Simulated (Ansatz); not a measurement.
# Be: stress in a strained cell

Be is deformed so: z strained by +1.5 % at fixed volume. What stress and forces result, by LAPW, PAW and all-electron datasets made for the crystal?

Computed with Ansatz 0.2.0 (DFT PBE, scalar-relativistic, unless a step's input says otherwise).

1 further run of the same task is left out (set aside as unsound or not needed).

## 1. Starting point

It takes space group Im-3m (No. 229, cubic). The conventional cell has a = 2.500 Å, b = 2.500 Å, c = 2.500 Å, α = 90.00°, β = 90.00°, γ = 90.00°. Be (site symmetry m-3m) is surrounded by 8 Be at 2.17 Å.

Structure file:

```cif
data_structure
_symmetry_space_group_name_H-M 'P 1'
_symmetry_Int_Tables_number 1
_cell_length_a 2.1655
_cell_length_b 2.1655
_cell_length_c 2.1655
_cell_angle_alpha 109.471
_cell_angle_beta 109.471
_cell_angle_gamma 109.471
_cell_volume 7.82
loop_
_atom_site_label
_atom_site_type_symbol
_atom_site_fract_x
_atom_site_fract_y
_atom_site_fract_z
_atom_site_occupancy
Be1 Be 0.00000 0.00000 0.00000 1
```

## 2. The deformed structure

Space group Im-3m before, I4/mmm after.

## 3. Full-potential LAPW

The input, input.yaml:

```yaml
crystal:
  lattice:
    - [-1.2409627004, 1.2409627004, 1.268988807]
    - [1.2409627004, -1.2409627004, 1.268988807]
    - [1.2409627004, 1.2409627004, -1.268988807]
  atoms:
    - { symbol: Be, position: [0.0, 0.0, 0.0] }
kpoints:
  mp_grid: { grid: [20, 20, 20] }
scf:
  occupations: { method: fermi_dirac, width: 0.05 }
hamiltonian:
  xc: pbe
  pseudopotentials: { kind: all_electron, lapw: { basis_error: 0.001 } }
output:
  forces: true
  stress: true
  eigenvalues: true
```

Command:

```sh
$ ansatz run input.yaml --threads 1 --pin off --max-ram 2048MiB --backend cpu --events-out ev --progress --plain --runs-dir out
```

Standard output (excerpt; [...] marks lines left out):

```text
LAPW: plane waves up to 6.351 Å⁻¹, error target 1.0e-3 eV per atom; small_component_spin mean_spin; Be in spheres of 1.083 Å, 4 of its electrons in bands, Dirac shells []
[...]
Pseudopotentials: kind: all_electron
Pseudopotential: Be, LAPW, valence charge 4, Koelling and Harmon's equation, gaussian nucleus
Functional definition: PBE
[...]
Crystal: 1 atoms, lattice volume = 7.817 Å³
Basis set: ecut = 153.68540249941768 eV, 43 PW (Γ), exchange–correlation at level 2
Bands: 6, of which v1, the nominal top of the filled ones, is band 2 counted from 1 (1 counted from 0)
Symmetry: 16 space group operations
Space group: I4/mmm (ITA 139), of the structure as read, at distance tolerance 2.0e-5 Å
k-points: 641 of 8000
[...]
SCF iter   1: F=—  HF=-401.816949 eV  |F-HF|=—  |Δ(HF+E_count)|=         —  Δρ=3.74e-3  dr2=5.05e-4  ethr=1.26e-5  ⟨swp⟩=3.6  Hψ=35009  notcnv=0
[...]
SCF iter   4: F=-401.811746 eV  HF=-401.811746 eV  |F-HF|=7.22e-9  |Δ(HF+E_count)|=   4.90e-6  Δρ=9.68e-6  dr2=3.37e-9  ethr=2.69e-8  ⟨swp⟩=2.0  Hψ=10737  notcnv=0
[...]
SCF converged after 4 iterations
Free energy (F): -401.811746 eV
[...]
E sigma→0 (E₀):  -401.811179 eV
Entropy (-TS):   -0.001132 eV (-1.132 meV/atom)
Fermi energy:    9.596258 eV
[...]
--- Forces (eV/Å), atoms counted from 1 ---
  atom   1  Be     0.00000000    -0.00000000    -0.00000000
[...]
--- Stress (GPa, compression-positive) ---
        0.920338      -0.000000      -0.000000
       -0.000000       0.920338       0.000000
       -0.000000       0.000000      -1.878102
  P = ⅓ Tr σ = -0.0125 GPa (-0.125 kbar)
--- Band table (eV; the first three rows and the last of 641) ---
  k-point 0: bands = ["-91.3874", "-2.6826", "28.9322", "29.0954", "29.0954", "40.1162"]
[...]
```

Run time: 3.2 s. Hardware: 1 thread of AMD EPYC 9R45 (Zen 5), shared host; peak memory 0.31 GiB.

Result: pressure -0.01 GPa; no gap.

## 4. Frozen-core PAW

Changes to input.yaml since step 3:

```diff
@@ -13,3 +13,3 @@
   xc: pbe
-  pseudopotentials: { kind: all_electron, lapw: { basis_error: 0.001 } }
+  pseudopotentials: { kind: paw }
 output:
@@ -18 +18,6 @@
   eigenvalues: true
+  efg: { contact_densities: true }
+  write_density: true
+  write_potential: true
+  elf: true
+  volumetric_format: npy
```

Command:

```sh
$ ansatz run input.yaml --threads 1 --pin off --max-ram 2048MiB --backend cpu --events-out ev --progress --plain --runs-dir out
```

Standard output (excerpt; [...] marks lines left out):

```text
[...]
Pseudopotentials: kind: paw
Pseudopotential: Be, paw, valence charge 2, recommended cutoff 420 eV (normal)
Functional definition: PBE
[...]
Crystal: 1 atoms, lattice volume = 7.817 Å³
Basis set: ecut = 420 eV, 141 PW (Γ), exchange–correlation on 30×30×30 points (8 copies of the dense FFT grid, shifted against one another)
Bands: 5, of which v1, the nominal top of the filled ones, is band 1 counted from 1 (0 counted from 0)
Symmetry: 16 space group operations
Space group: I4/mmm (ITA 139), of the structure as read, at distance tolerance 2.0e-5 Å
k-points: 641 of 8000
[...]
SCF iter   1: F=—  HF=-92.663784 eV  |F-HF|=—  |Δ(HF+E_count)|=         —  Δρ=5.56e-4  dr2=9.00e-6  ethr=1.77e-3  ⟨swp⟩=4.6  Hψ=29836  notcnv=0
[...]
SCF iter   6: F=-92.663803 eV  HF=-92.663803 eV  |F-HF|=1.42e-14  |Δ(HF+E_count)|=  6.82e-13  Δρ=2.71e-8  dr2=1.91e-14  ethr=1.00e-12  ⟨swp⟩=2.9  Hψ=9091  notcnv=0
[...]
SCF converged after 6 iterations
Free energy (F): -92.663803 eV
[...]
E sigma→0 (E₀):  -92.663237 eV
Entropy (-TS):   -0.001133 eV (-1.133 meV/atom)
Fermi energy:    9.099187 eV
[...]
--- Forces (eV/Å), atoms counted from 1 ---
  atom   1  Be     0.00000000    -0.00000000    -0.00000000
[...]
--- Stress (GPa, compression-positive) ---
        0.942673      -0.000000      -0.000000
       -0.000000       0.942673       0.000000
       -0.000000      -0.000000      -1.853025
  P = ⅓ Tr σ = 0.0108 GPa (0.108 kbar)
--- PAW observables at the nuclei: V_zz in 10²¹ V/m², potentials from the cell's mean, atoms counted from 1 ---
  atom   1  Be V_zz =    +0.033235   η = 0.0000   by run symmetry: allowed
            electrostatic potential = -242.625396 V   contact ρ = 238.366745 e/Å³
--- Band table (eV; the first three rows and the last of 641) ---
  k-point 0: bands = ["-3.1795", "28.4342", "28.5970", "28.5970", "39.5758"]
[...]
```

Wall time 1.4 s (1 thread of AMD EPYC 9R45 (Zen 5), shared host); peak memory 0.38 GiB.

Read from it: pressure 0.01 GPa; no gap; Vzz Be 0.03 (η = 0.00) (10²¹ V/m²).

The fields are shown in the conventional cell of this run's space group, carried over from its grid by interpolation.

Density in a lattice plane of the grid's cell (edges 2.48 and 2.54 Å, at 0.000 of the third edge), which holds Be.

Values in e/Å³, 12 rows by 12 columns:
```
0.10 0.14 0.22 0.26 0.27 0.26 0.26 0.26 0.27 0.26 0.22 0.14
0.20 0.22 0.25 0.27 0.27 0.26 0.26 0.26 0.27 0.27 0.25 0.22
0.25 0.26 0.27 0.27 0.26 0.26 0.26 0.26 0.26 0.27 0.27 0.26
0.26 0.26 0.26 0.26 0.26 0.26 0.26 0.26 0.26 0.26 0.26 0.26
0.25 0.25 0.25 0.26 0.26 0.26 0.26 0.26 0.26 0.26 0.25 0.25
0.25 0.25 0.25 0.25 0.25 0.26 0.26 0.26 0.25 0.25 0.25 0.25
0.25 0.25 0.25 0.26 0.26 0.26 0.26 0.26 0.26 0.26 0.25 0.25
0.26 0.26 0.26 0.26 0.26 0.26 0.26 0.26 0.26 0.26 0.26 0.26
0.25 0.26 0.27 0.27 0.26 0.26 0.26 0.26 0.26 0.27 0.27 0.26
0.20 0.22 0.25 0.27 0.27 0.26 0.26 0.26 0.27 0.27 0.25 0.22
0.10 0.14 0.22 0.26 0.27 0.26 0.26 0.26 0.27 0.26 0.22 0.14
0.05 0.10 0.20 0.26 0.27 0.26 0.26 0.26 0.27 0.26 0.20 0.10
```
Columns run along the first of these edges and rows up along the second, over one cell in 12 and 12 even steps from the bottom left corner. Atoms in the plane (fractional): Be at (0.00, 0.00).

ELF in the same plane.

Ten even steps from ' ' (0.00) to '@' (0.63):
```
          ::==**%%%%@@@@@@@@@@%%%%**==::        
        ..--++**%%@@@@@@@@@@@@@@%%**++--..      
      ..::==**##%%@@@@@@@@@@@@@@%%##**==::..    
..::::--==**##%%@@@@@@@@@@@@@@@@@@%%##**==--::::
--====++**##%%@@@@@@@@@@@@@@@@@@@@@@%%##**++====
******####%%@@@@@@@@@@@@@@@@@@@@@@@@@@%%####****
%%%%%%%%@@@@@@@@@@@@@@@@@@@@@@@@@@@@@@@@@@%%%%%%
%%@@@@@@@@@@@@@@@@@@@@@@@@@@@@@@@@@@@@@@@@@@@@@@
@@@@@@@@@@@@@@@@@@@@@@@@@@@@@@@@@@@@@@@@@@@@@@@@
@@@@@@@@@@@@@@@@@@@@@@@@@@@@@@@@@@@@@@@@@@@@@@@@
@@@@@@@@@@@@@@@@@@@@@@@@@@@@@@@@@@@@@@@@@@@@@@@@
%%@@@@@@@@@@@@@@@@@@@@@@@@@@@@@@@@@@@@@@@@@@@@@@
%%%%%%%%@@@@@@@@@@@@@@@@@@@@@@@@@@@@@@@@@@%%%%%%
******####%%@@@@@@@@@@@@@@@@@@@@@@@@@@%%####****
--====++**##%%@@@@@@@@@@@@@@@@@@@@@@%%##**++====
..::::--==**##%%@@@@@@@@@@@@@@@@@@%%##**==--::::
      ..::==**##%%@@@@@@@@@@@@@@%%##**==::..    
        ..--++**%%@@@@@@@@@@@@@@%%**++--..      
          ::==**%%%%@@@@@@@@@@%%%%**==::        
          ::--++##%%@@@@@@@@@@%%##++--::        
```
Columns run along the first of these edges and rows up along the second, over one cell in 24 and 20 even steps from the bottom left corner. Atoms in the plane (fractional): Be at (0.00, 0.00).

Both are smooth fields of the valence electrons: close to the nuclei they are not physical.

Outside the cores ELF peaks at 0.63 between the atoms, 1.4 Å from Be.

## 5. Datasets made for this crystal

Changes to input.yaml since step 4:

```diff
@@ -13,3 +13,3 @@
   xc: pbe
-  pseudopotentials: { kind: paw }
+  pseudopotentials: { kind: all_electron, datasets: crystal }
 output:
@@ -19,5 +19 @@
   efg: { contact_densities: true }
-  write_density: true
-  write_potential: true
-  elf: true
-  volumetric_format: npy
```

Command:

```sh
$ ansatz run input.yaml --threads 1 --pin off --max-ram 2048MiB --backend cpu --events-out ev --progress --plain --runs-dir out
```

Standard output (excerpt; [...] marks lines left out):

```text
[...]
Pseudopotentials: kind: all_electron
Pseudopotential: Be, paw, valence charge 2, recommended cutoff 240 eV (normal), Koelling and Harmon's equation, gaussian nucleus
Functional definition: PBE
[...]
Crystal: 1 atoms, lattice volume = 7.817 Å³
Basis set: ecut = 240 eV, 63 PW (Γ), exchange–correlation on 24×24×24 points (8 copies of the dense FFT grid, shifted against one another)
Bands: 5, of which v1, the nominal top of the filled ones, is band 1 counted from 1 (0 counted from 0)
Symmetry: 16 space group operations
Space group: I4/mmm (ITA 139), of the structure as read, at distance tolerance 2.0e-5 Å
k-points: 641 of 8000
[...]
SCF iter   1: F=—  HF=-401.662600 eV  |F-HF|=—  |Δ(HF+E_count)|=         —  Δρ=2.01e-2  dr2=8.76e-3  ethr=4.47e-4  ⟨swp⟩=2.8  Hψ=20485  notcnv=0
[...]
Past the cutoffs: a stress includes 0.0002 GPa for waves and charges beyond them, in addition to the slope of what the spheres take
In the spheres:  the bands' charges fall short by 3.5e-7 e at most (sound up to 1e-3)
Fermi energy:    9.595926 eV
[...]
  The terms above E_closure are by the made datasets' own strengths, without shells solved beside the bands.
--- Forces (eV/Å), atoms counted from 1 ---
  atom   1  Be     0.00000000     0.00000000     0.00000000
[...]
--- Stress (GPa, compression-positive) ---
        0.909586      -0.000000      -0.000000
       -0.000000       0.909586       0.000000
       -0.000000       0.000000      -1.885991
  P = ⅓ Tr σ = -0.0223 GPa (-0.223 kbar)
--- PAW observables at the nuclei: V_zz in 10²¹ V/m², potentials from the cell's mean, atoms counted from 1 ---
  atom   1  Be V_zz =    +0.033349   η = 0.0000   by run symmetry: allowed
            electrostatic potential = -242.641004 V   contact ρ = 238.399437 e/Å³
--- Band table (eV; the first three rows and the last of 641) ---
  k-point 0: bands = ["-2.6826", "28.9303", "29.0936"]
[...]
```

Wall time 3.2 s (1 thread of AMD EPYC 9R45 (Zen 5), shared host); peak memory 0.38 GiB.

Result: pressure -0.02 GPa; no gap; Vzz Be 0.03 (η = 0.00) (10²¹ V/m²).

## 6. Side by side

Stress (GPa, compression positive):

| method | xx | yy | zz | yz | xz | xy |
| --- | --- | --- | --- | --- | --- | --- |
| LAPW | 0.92 | 0.92 | -1.88 | 0.00 | 0.00 | 0.00 |
| PAW | 0.94 | 0.94 | -1.85 | 0.00 | 0.00 | 0.00 |
| crystal datasets | 0.91 | 0.91 | -1.89 | 0.00 | 0.00 | 0.00 |

| method | pressure (GPa) | Vzz Be (10²¹ V/m²) | SCF cycles, all passes | time |
| --- | --- | --- | --- | --- |
| LAPW | -0.01 | – | 4 | 3.2 s |
| PAW | 0.01 | 0.03 | 6 | 1.4 s |
| crystal datasets | -0.02 | 0.03 | 5 | 3.2 s |

## 7. What came out

| quantity | value |
| --- | --- |
| pressure | LAPW -0.01, PAW 0.01, crystal datasets -0.02 GPa |
| largest shear or deviatoric stress (LAPW) | 1.87 GPa |

What this shows: The largest part of the stress beyond the pressure is 1.87 GPa in size, in the zz component. No run of the undeformed cell stands beside it, so the pressure holds what the given cell had before the change. PAW: stress within 0.03 GPa of LAPW. Crystal datasets: stress within 0.01 GPa of LAPW.
